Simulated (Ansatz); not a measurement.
Here is an Ansatz 0.2.0 calculation.

Contents of input.yaml:

```yaml
crystal:
  lattice:
    - [0.0, 2.768834, 2.768834]
    - [2.768834, 0.0, 2.768834]
    - [2.768834, 2.768834, 0.0]
  atoms:
    - { symbol: In, position: [0.0, 0.0, 0.0] }
    - { symbol: P, position: [0.5, 0.5, 0.5] }
hamiltonian:
  xc: pbe
  pseudopotentials: { kind: paw }
kpoints:
  mp_grid: { grid: [8, 8, 8] }
scf:
  occupations: { method: fermi_dirac, width: 0.05 }
output:
  forces: true
  stress: true
  eigenvalues: true
relax:
  f_tol: 0.01
  max_steps: 40
  cell: { stress_tol: 0.05 }
```

Potentials or basis: Ansatz PAW.

Run with:

```bash
$ ansatz run input.yaml --threads 2 --pin off --max-ram 5632MiB --backend cpu --events-out ev --progress --plain --runs-dir out
```

**Question.** Predict the band gap on the k mesh.

**Answer.** None (metal or under the smearing width).

Final structure:
```
CELL_PARAMETERS angstrom
0.00000 2.76883 2.76883
2.76883 0.00000 2.76883
2.76883 2.76883 0.00000
ATOMIC_POSITIONS crystal
In 0.00000 0.00000 0.00000
P 0.50000 0.50000 0.50000
```
